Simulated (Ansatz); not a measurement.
The elements of this relaxed trial crystal are hidden behind letters.

```
lattice vectors (Å)
   4.9719    0.0000    0.0000
  -2.4859    4.3058    0.0000
   0.0000    0.0000    9.3644
fractional positions
X 0.0000 0.0000 0.3715
X 0.0000 0.0000 0.6285
Z 0.6667 0.3333 0.0000
Z 0.6667 0.3333 0.3232
Z 0.6667 0.3333 0.6768
Z 0.0000 0.0000 0.0000
```

Level of theory: DFT PBE, scalar-relativistic, plane waves, PAW in Ansatz 0.2.0. The final run on the 6-atom cell used 420 eV, a Γ-centred 12×12×4 mesh, 0.10 eV smearing and collinear spin.

```
Space group                                : P-6m2 (No. 187)
Conventional cell                          : a = 4.972 Å, c = 9.364 Å
Volume per atom                            : 33.41 Å³
Density                                    : 5.02 g/cm³
Formation energy                           : +0.25 eV/atom
Gap on the 12×12×4 mesh of the 6-atom cell : 0 eV (a metal)
Net moment per atom                        : 0.39 μB
```

Energies are uncorrected and count from the elements' standard states at the same level.

Task: X is a d-block element of period 4 and Z is a p-block element of period 5. Which elements are they?

Result: X = Ti, Z = Te, so the formula is TiTe2. Density times volume gives a mean mass of 5.02 × 33.41/1.6605 = 101.0 u per atom, and this set has 101.0 u. Ti has 1 Ti at 2.41 Å, 3 Te at 2.91 Å and 1 Te at 3.48 Å; Te on a site of symmetry -6m2 is surrounded by 5 Te at 2.87–3.03 Å; Te on a site of symmetry 3m is surrounded by 3 Ti at 2.91 Å, 1 Te at 3.03 Å and 1 Te at 3.31 Å; 1 more site not described. Other sets within the hints have nearly the same mass, so mass alone doesn't settle it; this one was computed.

Spin–orbit coupling, which can matter for Te, is left out. Another magnetic order may lie lower. A structure relaxed within its symmetry needn't be a true minimum. Another cell of TiTe2 relaxed alike but without spin, in P-3m1 (a cell as deposited in COD), lies 0.96 eV/atom lower, so this cell isn't the stable form at this level.
